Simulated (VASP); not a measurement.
Here is the system:

```xyz
4
Lattice="3.3676 0.0000 0.0000 -1.6838 2.9164 0.0000 0.0000 0.0000 5.4011" Properties=species:S:1:pos:R:3 pbc="T T T"
In     0.0000     1.9443     5.3851
In     1.6838     0.9721     2.6845
N      0.0000     1.9443     2.0414
N      1.6838     0.9721     4.7419
```

These are PBEsol GGA, VASP's PBE PAW potentials (set 64) (plane waves; VASP 6.6.1) values and carry that method's errors. Numerical set-up: 620 eV cut-off, 8×8×4 Γ-centred mesh, Gaussian smearing of 0.050 eV, potentials In_d N.

Energy and stress use the plane-wave basis of the starting cell.

**Question.** The ions, cell shape and volume at an external pressure of 45.0 GPa are relaxed. Which structure does the run end with?

**Answer.** 
```xyz
4
Lattice="3.3207 0.0000 0.0000 -1.6603 2.8758 0.0000 0.0000 0.0000 5.2714" Properties=species:S:1:pos:R:3 pbc="T T T"
In     0.0000     1.9172     5.2469
In     1.6603     0.9586     2.6112
N      0.0000     1.9172     2.0012
N      1.6603     0.9586     4.6369
```
Space group P6_3mc (186), at a tolerance of 0.03 Å.

**Question.** How do energy and volume change from the first to the last step?

**Answer.** The energy (σ→0) changes by +156.7 meV/atom and the volume by -5.1 %, in 10 ionic steps.

| step | E(σ→0) (eV) | max force (eV/Å) | pressure (GPa) | volume (Å³) |
|---|---|---|---|---|
| 1 | -22.4289 | 0.010 | 29.88 | 53.05 |
| 2 | -19.0416 | 0.030 | 100.06 | 44.01 |
| 3 | -21.8416 | 0.017 | 44.16 | 50.49 |
| 4 | -21.8092 | 0.017 | 44.88 | 50.37 |
| 5 | -21.7945 | 0.017 | 45.19 | 50.32 |
| 6 | -21.8211 | 0.035 | 44.62 | 50.41 |
| 7 | -21.8142 | 0.030 | 44.76 | 50.39 |
| 8 | -21.8130 | 0.029 | 44.77 | 50.38 |
| 9 | -21.8095 | 0.023 | 44.85 | 50.37 |
| 10 | -21.8021 | 0.014 | 44.96 | 50.34 |

The structure was generated: InN was put into the wurtzite type (P6_3mc), which need not be its known phase. This run relaxes it under an external pressure of 45 GPa. Symmetry was kept, so distortions that lower it aren't found.
